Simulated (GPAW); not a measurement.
## Ti3Al in GPAW: the effect of target pressure

Crystal: Ti3Al.

```
Ti Al
1.0
     0.00000    3.23178    3.23178
     3.23178    0.00000    3.23178
     3.23178    3.23178    0.00000
Ti Al
3 1
Direct
  0.00000 0.00000 0.00000
  0.25000 0.25000 0.25000
  0.75000 0.75000 0.75000
  0.50000 0.50000 0.50000
```

The cell comes from a database or a generator and needn't be the stable form of this composition.

Alike in all runs:

```yaml
Program: GPAW 26.7.0
Task: relaxation of cell and atoms
Functional: PBEsol
Potentials_or_basis: PAW data sets generated in the run's folder for this functional
Cutoff: 600 eV
Basis: pw
k_mesh: 7 × 7 × 7
Occupations: fermi-dirac, width 0.05 eV
Spin: no spin polarisation
```

Each run relaxes the cell or the atoms first.

```tsv
target pressure	target pressure	relaxed volume (Å³/atom)
0 GPa	-	16.13
2 GPa	2 GPa	?
5 GPa	5 GPa	15.53
10 GPa	10 GPa	15.02
20 GPa	20 GPa	14.17
30 GPa	30 GPa	13.50
```

Problem. What does the run with target pressure 2 GPa give?

Solution. Relaxed volume 15.88 Å³/atom.

Worked out: In Murnaghan's law V^(-B') rises as a straight line in P. The other rows fit best with B' = 3.3, V0 = 16.13 Å³/atom and B0 = 124 GPa, which gives 15.88 Å³/atom at 2 GPa, against the run's 15.88.

Caveats: later steps reuse the first step's grids; the volume moved by over 15 % at a fixed basis, so the end points are rough (some runs).
